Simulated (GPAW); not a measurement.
Crystal: MgO.

```
CELL_PARAMETERS angstrom
2.93802 0.00000 0.00000
-1.46901 2.54440 0.00000
0.00000 0.00000 2.67968
ATOMIC_POSITIONS crystal
Mg 0.00000 0.00000 0.00000
O 0.33333 0.66667 0.50000
```

Measurements of this composition are mostly on another form, of space group No. 225.

* Program: GPAW 26.7.0
* Task: single point
* Functional: PBE
* Potentials or basis: GPAW PAW data sets (gpaw-data 1.2.1)
* Cutoff: 800 eV
* Basis: pw
* k mesh: 10 × 10 × 10
* Occupations: fermi-dirac, width 0.05 eV
* Spin: no spin polarisation

On this cell: pressure -0.1 GPa; largest force under 0.003 eV/Å; band gap on the k mesh 3.05 eV, indirect (least direct gap 3.44 eV).

The same run follows on a disturbed copy (atoms moved at random, drawn with an rms of 0.05 Å):

```xyz
2
Lattice="2.9380 0.0000 0.0000 -1.4690 2.5444 0.0000 0.0000 0.0000 2.6797" Properties=species:S:1:pos:R:3 pbc="T T T"
Mg    0.0218    0.0077    0.0075
O     0.0333    1.6735    1.3474
```

Q: What changes?

A: The energy moves by +0.9 meV/atom; pressure 0.0 GPa; largest force 0.116 eV/Å; band gap on the k mesh 3.04 eV, indirect (least direct gap 3.44 eV).

Forces in eV/Å, atoms in the order of the input:
```
Mg   0.035 -0.111  0.000
O   -0.035  0.111  0.000
```

Stress tensor (GPa, compression positive):
```
-0.09 -0.01  0.00
-0.01 -0.02  0.00
 0.00  0.00  0.03
```

A k mesh can miss the band edges.
